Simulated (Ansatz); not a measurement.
InN (wurtzite)

```yaml
crystal:
  lattice:
    - [3.54750, 0.00000, 0.00000]
    - [-1.77375, 3.07222, 0.00000]
    - [0.00000, 0.00000, 5.72256]
  atoms:
    - { symbol: In, position: [0.66667, 0.33333, 0.00226] }
    - { symbol: In, position: [0.33333, 0.66667, 0.50226] }
    - { symbol: N, position: [0.66667, 0.33333, 0.62294] }
    - { symbol: N, position: [0.33333, 0.66667, 0.12294] }
```

The slice is a (-1 1 0 2) plane (indices of the conventional cell) through the point (0.333, 0.667, 0.123) (fractional), spanned by u = [110] and v = [1 -1 1] in vectors of this cell: u (3.55 Å) and v (8.40 Å, at 90° to u). It covers one period; positions are fractions (u, v).

Calculation: r2SCAN (plane waves to 500 eV, PAW, scalar-relativistic; Ansatz, an electronic-structure program). k mesh 11×11×6. Near the nuclei the fields are pseudised (PAW); where an atom keeps semicore shells as valence, they peak there. InN was relaxed with its symmetry unable to fall.

Question: Sketch the valence electron density on this plane as a map.

Answer: 
```
v \ u  0.00  0.17  0.33  0.50  0.67  0.83
-----  ----  ----  ----  ----  ----  ----
0.93    0.2  -0.1  -0.1   0.4  -0.1  -0.1
0.86   -0.7  -0.5   0.5   1.1   0.5  -0.5
0.79   -1.3  -0.9   0.0   0.5   0.0  -0.9
0.71   -1.6  -1.3  -0.8  -0.6  -0.8  -1.3
0.64   -1.6  -1.4  -1.1  -0.9  -1.1  -1.4
0.57   -1.2  -1.1  -0.9  -0.7  -0.9  -1.1
0.50   -0.5  -0.6  -0.2   0.3  -0.2  -0.6
0.43    0.0  -0.2   0.1   0.7   0.1  -0.2
0.36   -0.2  -0.4  -0.4  -0.1  -0.4  -0.4
0.29   -0.8  -0.9  -1.1  -1.0  -1.1  -0.9
0.21   -1.1  -1.2  -1.5  -1.6  -1.5  -1.2
0.14   -0.7  -0.9  -1.3  -1.6  -1.3  -0.9
0.07    0.2  -0.2  -0.9  -1.3  -0.9  -0.2
0.00    0.5   0.2  -0.6  -0.7  -0.6   0.2
```

Values: log₁₀ of the valence density in e/Å³. The scale is logarithmic, as a density can span decades between atoms and voids.
